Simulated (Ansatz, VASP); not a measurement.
# ZrAlSi (ZrAlSi in the AlB2 type) in two plane-wave programs, part 2 of 2

One calculation is typed for both programs; each brings its own data sets. How far apart do they land? The cell is generated by rule, not measured, and may not be a known phase. The cell is taken from a series of runs on this material, whose earlier steps may have relaxed, scaled, displaced or heated it; both programs get it as it stands.

VASP 6.6.1 and Ansatz 0.2.0.

So far: The structure; Ansatz: relaxation of cell and atoms, PBEsol, pair 1; VASP: relaxation of cell and atoms, PBEsol, pair 1; Comparison.

## (5) VASP: relaxation of cell and atoms, PBEsol, pair 2

Level of this step: PBEsol; plane waves and PAW (Zr_sv, Al, Si); invented cell (VASP).

The relaxed volume is the usual yardstick between codes: in a stiff, nearly cubic crystal its relative difference is about their pressure difference at one cell divided by the bulk modulus.

Input file INCAR:

```
SYSTEM = ZrAlSi
PREC = Accurate
ENCUT = 500
EDIFF = 1E-07
NELM = 120
ISMEAR = 1
SIGMA = 0.2
LREAL = .FALSE.
ALGO = Normal
GGA = PS
NBANDS = 15
LASPH = .TRUE.
LORBIT = 11
LWAVE = .FALSE.
LCHARG = .FALSE.
ISIF = 3
IBRION = 2
NSW = 80
EDIFFG = -0.005
GGA_COMPAT = .FALSE.
NELMIN = 4
KPAR = 2
```

Input file POSCAR:

```
ZrAlSi
1.0
    4.1031350000      0.0000030000      0.0000000000
   -2.0515700000      3.5534180000      0.0000000000
    0.0000000000      0.0000000000      3.4807200000
Zr Al Si
1 1 1
Direct
    0.0000000000      0.0000000000      0.0000000000
    0.3333332052      0.6666665729      0.5000000000
    0.6666667948      0.3333334271      0.5000000000
```

Input file KPOINTS:

```
Automatic mesh
0
Gamma
9 9 8
0 0 0
```

Potentials, in the order of the species: Zr_sv, Al and Si (PBE family, release 64).

On the command line:

```sh
mpirun -np 2 vasp_std
```

Numbers of over 12 decimals in the logs are rounded to 6 here.

Output:

```text
[banner, memory and clock lines left out]
running    2 mpi-ranks, on    1 nodes
[...]
[... a notice as in an earlier step ...]

 LDA part: xc-table for (Slater+PW92), standard interpolation
 POSCAR, INCAR and KPOINTS ok, starting setup
[...]
entering main loop
       N       E                     dE             d eps       ncg     rms          rms(c)
DAV:   1     0.981185482823E+02    0.98119E+02   -0.87188E+03  1800   0.110E+03
DAV:   2    -0.169149016481E+02   -0.11503E+03   -0.11245E+03  2270   0.268E+02
DAV:   3    -0.213510453218E+02   -0.44361E+01   -0.43996E+01  3113   0.438E+01
DAV:   4    -0.214341977682E+02   -0.83152E-01   -0.83107E-01  2165   0.585E+00
[...]
DAV:  12    -0.201743427605E+02    0.44650E-06   -0.19648E-06  2389   0.796E-03    0.511E-03
DAV:  13    -0.201743425073E+02    0.25325E-06   -0.19640E-07  1802   0.345E-03    0.669E-04
DAV:  14    -0.201743424876E+02    0.19716E-07   -0.25543E-08  1320   0.129E-03
   1 F= -.20174342E+02 E0= -.20172881E+02  d E =-.201743E+02
[... from here on, the cycles between the ionic steps are left out ...]
   2 F= -.20174359E+02 E0= -.20172864E+02  d E =-.164660E-04
   3 F= -.20174377E+02 E0= -.20172897E+02  d E =-.349110E-04
   4 F= -.20174377E+02 E0= -.20172896E+02  d E =-.349768E-04
   5 F= -.20174386E+02 E0= -.20172892E+02  d E =-.854240E-05
 trial-energy change:   -0.000009  1 .order   -0.000008   -0.000012   -0.000005
 step:   1.6892(harm=  1.6892)  dis= 0.00000  next Energy=   -20.174388 (dE=-0.106E-04)
 reached required accuracy - stopping structural energy minimisation
```

Parts of OUTCAR (step 5):

```text
  Total       -0.0061112     -0.0061112      0.0091483     -0.0000000     -0.0000000      0.0000000
  in kB       -0.1926474     -0.1926474      0.2883875     -0.0000000     -0.0000000      0.0000000
  external PRESSURE =      -0.0323024 kB  Pullay stress =       0.0000000 kB

 POSITION                                       TOTAL-FORCE (eV/Angst)
 -----------------------------------------------------------------------------------
      0.00000     -0.00000      3.48414        -0.000000     -0.000000     -0.000000
     -0.00000      2.36954      1.74207        -0.000000     -0.000000      0.000000
      2.05208      1.18477      1.74207         0.000000      0.000000      0.000000
 -----------------------------------------------------------------------------------
    total drift:                               -0.000022     -0.000022      0.000000

  FREE ENERGIE OF THE ION-ELECTRON SYSTEM (eV)
  ---------------------------------------------------
  free  energy   TOTEN  =       -20.1743860067 eV

  energy  without entropy=      -20.1699030446  energy(sigma->0) =      -20.17289169

[... 2 parts as in an earlier step ...]

[... 2 further parts left out ...]
[key lines of the parts left out:]
E-fermi :  10.0234
```

## (6) Ansatz: relaxation of cell and atoms, PBEsol, pair 2

The same cell, functional, mesh and smearing now go to Ansatz, which takes its cutoff from its data sets.

The cell is taken from a series of runs on this material, whose earlier steps may have relaxed, scaled, displaced or heated it; both programs get it as it stands.

Input file input.yaml:

```yaml
crystal:
  lattice:
    - [4.1031354673, 2.9336e-06, 0.0]
    - [-2.0515702742, 3.553418083, 0.0]
    - [0.0, 0.0, 3.480720231]
  atoms:
    - { symbol: Zr, position: [0.0, 0.0, 0.0] }
    - { symbol: Al, position: [0.3333333333, 0.6666666667, 0.5] }
    - { symbol: Si, position: [0.6666666667, 0.3333333333, 0.5] }
kpoints:
  mp_grid: { grid: [9, 9, 8] }
hamiltonian:
  xc: pbesol
  pseudopotentials: { kind: paw, azcp: { folder: soft_1 }, xc_functional: pbe }
scf:
  occupations: { method: methfessel_paxton, width: 0.2 }
output:
  forces: true
  stress: true
  eigenvalues: true
relax:
  adjacent_minimum: "off"
  f_tol: 0.001
  max_steps: 60
  cell: { stress_tol: 0.01 }
```

On the command line:

```sh
ansatz run input.yaml --threads 4 --pin off --max-ram 12288MiB --backend cpu --events-out ev --progress --plain --runs-dir out
```

Output:

```text
[...]
Crystal: 3 atoms, lattice volume = 50.749 Å³
Basis set: ecut = 420 eV, 983 PW (Γ), exchange–correlation on 60×60×48 points (8 copies of the dense FFT grid, shifted against one another)
Bands: 14, of which v1, the nominal top of the filled ones, is band 10 counted from 1 (9 counted from 0)
Symmetry: 12 space group operations
[...]
k-points: 60 of 648 (time reversal used)
[...]
k-point 59: bands = [... 6 lower, 8.2664, 8.4765, 9.4480, 12.6889, 14.0808, 15.1155, 15.1681, 15.1944]
--- Relaxed structure (4 steps of the walk, 4 accepted, 1 SCFs on fresh bases) ---
[...]
cell:  # Å, volume = 50.7657 Å³
    - [4.101961, 2.9327476105437626e-6, 0]
    - [-2.050983, 3.552401, 0]
    - [0, 0, 3.483825]
  atoms:
    - { symbol: Zr, position: [0, 0, 0.0] }
    - { symbol: Al, position: [0.333333, 0.666667, 0.5] }
    - { symbol: Si, position: [0.666667, 0.333333, 0.5] }
[key lines of the parts left out:]
SCF converged after 4 iterations
Free energy (F): -5275.957360 eV
Fermi energy:    12.433818 eV
P = ⅓ Tr σ = -0.0003 GPa (-0.003 kbar)
```

## (7) Side by side

Both answers:

```csv
quantity,Ansatz,VASP,difference
volume (Å³),50.77,50.82,-0.12 %
"edge a after relaxation, in the typed setting (Å)",4.102,4.104,-0.05 %
"edge c after relaxation, in the typed setting (Å)",3.484,3.484,-0.01 %
```

## (8) VASP: zone-centre phonons, PBEsol

Second derivatives magnify differences that forces hide, and they need a tight electronic threshold.

Input file INCAR:

```
SYSTEM = ZrAlSi
PREC = Accurate
ENCUT = 500
EDIFF = 1E-08
NELM = 120
ISMEAR = 1
SIGMA = 0.2
LREAL = .FALSE.
ALGO = Normal
GGA = PS
NBANDS = 15
LASPH = .TRUE.
LORBIT = 11
LWAVE = .FALSE.
LCHARG = .FALSE.
ISIF = 2
IBRION = 8
GGA_COMPAT = .FALSE.
KPAR = 2
```

Input file POSCAR:

```
ZrAlSi
1.0
    4.1019611169      0.0000029327      0.0000000000
   -2.0509830983      3.5524010662      0.0000000000
    0.0000000000      0.0000000000      3.4838245321
Zr Al Si
1 1 1
Direct
    0.0000000000      0.0000000000      0.0000000000
    0.3333333333      0.6666666667      0.5000000000
    0.6666666667      0.3333333333      0.5000000000
```

Input file KPOINTS:

```
Automatic mesh
0
Gamma
4 4 4
0 0 0
```

On the command line:

```sh
mpirun -np 2 vasp_std
```

Output:

```text
[... set-up lines as in an earlier step ...]
 entering main loop
       N       E                     dE             d eps       ncg     rms          rms(c)
DAV:   1     0.106578193479E+03    0.10658E+03   -0.89754E+03   360   0.112E+03
DAV:   2    -0.169424959492E+02   -0.12352E+03   -0.12072E+03   479   0.277E+02
DAV:   3    -0.213763082415E+02   -0.44338E+01   -0.43986E+01   637   0.458E+01
DAV:   4    -0.214457474996E+02   -0.69439E-01   -0.69428E-01   424   0.528E+00
[...]
DAV:  15    -0.201382668383E+02    0.36760E-07   -0.74886E-09   363   0.755E-04    0.645E-04
DAV:  16    -0.201382668211E+02    0.17173E-07   -0.20652E-09   250   0.456E-04    0.730E-05
DAV:  17    -0.201382668230E+02   -0.19138E-08   -0.43374E-10   243   0.206E-04
   1 F= -.20138267E+02 E0= -.20136658E+02  d E =-.482714E-02
 Linear response reoptimize wavefunctions to high precision
DAV:   1    -0.201382668224E+02    0.61004E-09   -0.14574E-10   257   0.101E-04
DAV:   2    -0.201382668224E+02    0.10687E-10   -0.51115E-11   229   0.511E-05
 Linear response DOF=           6
 Linear response progress:
[...]
RMM:  17    -0.216403444898E-01   -0.17950E-07   -0.33853E-09  1499   0.118E-05    0.736E-06
RMM:  18    -0.216403237731E-01    0.20717E-07    0.75506E-08  1741   0.968E-06    0.820E-06
RMM:  19    -0.216403328891E-01   -0.91160E-08   -0.10576E-08  1654   0.741E-06    0.123E-05
 first order change of Fermi-energy   0.67744E-05
 force on displaced ion       3 direction 1 : -11.497  -0.001   0.000
 Linear response progress:
  Degree of freedom:   6/  6
       N       E                     dE             d eps       ncg     rms          rms(c)
RMM:   1    -0.184097188470E-01   -0.18410E-01    0.81818E-03   890   0.761E-01
RMM:   2    -0.172238497535E-01    0.11859E-02   -0.13183E-03   697   0.174E-01    0.529E-02
RMM:   3    -0.173230017714E-01   -0.99152E-04   -0.26460E-04   685   0.709E-02    0.273E-02
RMM:   4    -0.174731755406E-01   -0.15017E-03   -0.10516E-04   703   0.445E-02    0.802E-03
[...]
RMM:  11    -0.174861283546E-01    0.14610E-06    0.26433E-07   772   0.182E-04    0.200E-05
RMM:  12    -0.174861790748E-01   -0.50720E-07    0.71476E-08   759   0.106E-04    0.697E-06
RMM:  13    -0.174861793555E-01   -0.28077E-09    0.59480E-08   827   0.517E-05    0.481E-06
 first order change of Fermi-energy   0.32600E-05
 force on displaced ion       3 direction 3 :   0.000  -0.000  -2.435
 Linear response finished
```

OUTCAR, selected parts (step 8):

```text
  Total        0.4464918      0.4464918      0.5414192     -0.0000000      0.0000000      0.0000000
  in kB       14.0913994     14.0913994     17.0873323     -0.0000000      0.0000000      0.0000000
  external PRESSURE =      15.0900437 kB  Pullay stress =       0.0000000 kB

 POSITION                                       TOTAL-FORCE (eV/Angst)
 -----------------------------------------------------------------------------------
      0.00000      0.00000      0.00000        -0.000000      0.000000      0.000000
     -0.00000      2.36827      1.74191         0.000000      0.000000      0.000000
      2.05098      1.18414      1.74191         0.000000      0.000000      0.000000
 -----------------------------------------------------------------------------------
    total drift:                               -0.000000      0.000000      0.000000

[... 2 further parts left out ...]
```

Energies printed during the response cycles are not total energies of the cell.

## (9) Ansatz: zone-centre phonons, PBEsol

The same cell, functional, mesh and smearing now go to Ansatz, which takes its cutoff from its data sets.

The cell is taken from a series of runs on this material, whose earlier steps may have relaxed, scaled, displaced or heated it; both programs get it as it stands.

Input file input.yaml:

```yaml
crystal:
  lattice:
    - [4.1019611169, 2.9327e-06, 0.0]
    - [-2.0509830983, 3.5524010662, 0.0]
    - [0.0, 0.0, 3.4838245321]
  atoms:
    - { symbol: Zr, position: [0.0, 0.0, 0.0] }
    - { symbol: Al, position: [0.3333333333, 0.6666666667, 0.5] }
    - { symbol: Si, position: [0.6666666667, 0.3333333333, 0.5] }
kpoints:
  mp_grid: { grid: [4, 4, 4] }
hamiltonian:
  xc: pbesol
  pseudopotentials: { kind: paw, azcp: { folder: soft_1 }, xc_functional: pbe }
scf:
  occupations: { method: methfessel_paxton, width: 0.2 }
output:
  eigenvalues: true
phonons:
  method: dfpt
  qmesh: [2, 2, 2]
  temperatures: { t_max: 1000, t_step: 50 }
  qpath:
    path:
      - [[0.0, 0.0, 0.0], [0.5, 0.0, 0.0], [0.33333333, 0.33333333, 0.0], [0.0, 0.0, 0.0], [0.0, 0.0, 0.5], [0.5, 0.0, 0.5], [0.33333333, 0.33333333, 0.5], [0.0, 0.0, 0.5]]
      - [[0.5, 0.0, 0.5], [0.5, 0.0, 0.0]]
      - [[0.33333333, 0.33333333, 0.5], [0.33333333, 0.33333333, 0.0]]
    npoints: 10
```

On the command line:

```sh
ansatz run input.yaml --threads 4 --pin off --max-ram 12288MiB --backend cpu --events-out ev --progress --plain --runs-dir out
```

Output:

```text
[...]
Crystal: 3 atoms, lattice volume = 50.766 Å³
Basis set: ecut = 420 eV, 983 PW (Γ), exchange–correlation on 60×60×48 points (8 copies of the dense FFT grid, shifted against one another)
Bands: 14, of which v1, the nominal top of the filled ones, is band 10 counted from 1 (9 counted from 0)
Symmetry: 12 space group operations
k-points: 12 of 64 (time reversal used)
[...]
largest difference from the sums on the solved wave vectors: F 1.09e-1 eV, S 1.45e-4 and C_V 3.67e-5 eV/K
  zero-point energy: 0.125162 eV/cell   skipped modes (ω ≤ 0): 117, of them read as no rigid motion or as one in doubt: 114 (3.260e-1 modes/cell left out, lowest -76.58 cm⁻¹)   left out of the sums: 3.63e-2 of the cell's modes: C_V's classical limit lies that fraction below 3 k_B per atom; for a crystal, a wire or a layer, F and S can be off by more, and a phonons.interpolated_qmesh denser along its periods is the remedy for the sampling
[key lines of the parts left out:]
SCF converged after 8 iterations
Free energy (F): -5275.921674 eV
Fermi energy:    12.397980 eV
```

## (10) Side by side

What differs besides the data sets and the points named for the pairs above, as far as they apply: VASP's run holds the zone centre alone. Total energies have different zeros and are not compared.

Compared:

```csv
quantity,Ansatz,VASP,difference
optical mode 1 (cm⁻¹),136.2,138.0,-1.29 %
optical mode 2 to 3 (cm⁻¹),195.9,196.7,-0.41 %
optical mode 4 (cm⁻¹),252.1,254.4,-0.92 %
optical mode 5 to 6 (cm⁻¹),474.3,475.2,-0.20 %
```

Modes are paired by rising frequency, not by their patterns, so a pair may set unlike modes beside each other; they are those without the splitting of longitudinal modes.

## (11) Outcome

```
difference in volume (relaxation of cell and atoms, PBEsol, pair 1)                                                  : -0.12 %
difference in volume (relaxation of cell and atoms, PBEsol, pair 2)                                                  : -0.12 %
r.m.s. difference of the optical zone-centre modes, each program's sorted by frequency (zone-centre phonons, PBEsol) : 1.4 cm⁻¹
difference in optical mode 1 (zone-centre phonons, PBEsol)                                                           : -1.3 %
```

What this shows: The difference in volume is -0.12 % (relaxation of cell and atoms, PBEsol, pair 1), within the 1.2 % picked in this series as the mark of a large difference, as far as the stopping tolerances let one tell. Among the rows given in per cent, the largest difference of the zone-centre phonons, PBEsol pair is in optical mode 1, -1.3 %. 1 further run of this series is not shown here. How closely two codes agree says nothing of how well the functional describes the real material.

[Lines on the potential files, build, host, timing and source positions are cut from VASP's logs without a mark.]

[Logs are printed without paths, hosts, clocks, repeated set-up lines and the standing remarks that a program may print on its own settings, such as how far it seeks lower states.]

[Hosts, paths, dates, database ids (printed as entryN), source tags and the programs' standing remarks are cut or masked in the printed files.]
